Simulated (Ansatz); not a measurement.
Relaxed bulk C:

```
C
1.0
     0.00000    1.78574    1.78574
     1.78574    0.00000    1.78574
     1.78574    1.78574    0.00000
C
2
Direct
  0.50000 0.50000 0.50000
  0.75000 0.75000 0.75000
```

Miller indices refer to the conventional cell of Fd-3m (No. 227), a = 3.571 Å, b = 3.571 Å, c = 3.571 Å, α = 90.00°, β = 90.00°, γ = 90.00°. The bulk's gap is 4.13 eV.

The (111) slab of 12 planes, 10.8 Å thick with 15 Å of vacuum as cut; outer planes C (top) and C (bottom).

Theory: Ansatz, DFT PBE, scalar-relativistic, plane waves, PAW. Cutoff 420 eV; k points 12×12×1 on the computed 12-atom cell (Γ-centred); Gaussian smearing, width 0.05 eV; no spin polarisation. A dipole correction removes the field between periodic images along c.

This cut of an insulator is polar or leaves open shells, so the slab is metallic here; real surfaces compensate by reconstruction or adsorbates.

With the atoms at the bulk's places:

```json
{
 "Surface energy (mean of both faces)": "7.22 J/m²",
 "Gap of the slab on the mesh": "none (metal or semimetal)",
 "Work function": "5.62 eV"
}
```

(1) What changes when all atoms relax within this surface cell and its symmetry?

## Answers

(1) The energy falls by 1.550 J/m² a face, and the largest move is 0.13 Å.

- Surface energy (mean of both faces): 5.67 J/m²
- Gap of the slab on the mesh: none (metal or semimetal)
- Work function: 4.73 eV

```
plane (bottom to top) atoms spacing to next, bulk (Å) relaxed (Å) change (%)
                    1      C                      0.515        0.265       -48.6
                    2      C                      1.546        1.688        +9.2
                    3      C                      0.515        0.486        -5.7
                    4      C                      1.546        1.562        +1.0
                    5      C                      0.515        0.512        -0.7
                    6      C                      1.546        1.550        +0.3
                    7      C                      0.515        0.512        -0.7
                    8      C                      1.546        1.562        +1.0
                    9      C                      0.515        0.486        -5.7
                   10      C                      1.546        1.688        +9.2
                   11      C                      0.515        0.265       -48.6
                   12      C
```